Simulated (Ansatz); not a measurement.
SnO, SnSe, SnTe: one prototype (rocksalt), with O, Se, Te on the same site. Each was relaxed with r2SCAN in Ansatz 0.2.0, and the gaps are read on those cells (d direct, i indirect). The cells were built from prototypes, so some may not be known phases; no magnetic order is allowed.

```json
{"compound": "SnO", "a (Å)": "5.074", "gap, r2SCAN (eV)": "0", "gap, HSE06 (eV)": "0.15 d (L–W (0.30))", "gap, PBE+SOC (eV)": "0.10 i ((0.133, 0.146, -0.433) → (-0.103, 0.053, 0.470))"}
{"compound": "SnSe", "a (Å)": "6.004", "gap, r2SCAN (eV)": "0.01 d (L–W (0.10))", "gap, HSE06 (eV)": "0.06 d (L–W (0.10))", "gap, PBE+SOC (eV)": "0.21 d ((-0.052, -0.052, 0.484))"}
{"compound": "SnTe", "a (Å)": "6.379", "gap, r2SCAN (eV)": "0.15 d (L)", "gap, HSE06 (eV)": "0.25 d (L)", "gap, PBE+SOC (eV)": "0.15 d (L)"}
```

From SnO to SnSe, a changes by +0.930 Å and the HSE06 gap by -0.09 eV. From SnSe to SnTe, a changes by +0.375 Å and the HSE06 gap by +0.19 eV.

Only the levels marked +SOC include spin-orbit coupling.

Where an edge lies off the special points, it is a point of the mesh or the k point where a search put PBE's edge or least direct gap, reused for the other functionals, whose own edges may lie a little apart.

Gaps or overlaps of about a tenth of an eV are at the limit of these meshes: between the points read a gap can be smaller or closed.

Coordinates of k points refer to the reciprocal vectors of the primitive cell of the runs.

The meshes of the hybrids are coarse, so their gaps aren't converged to the digits shown.
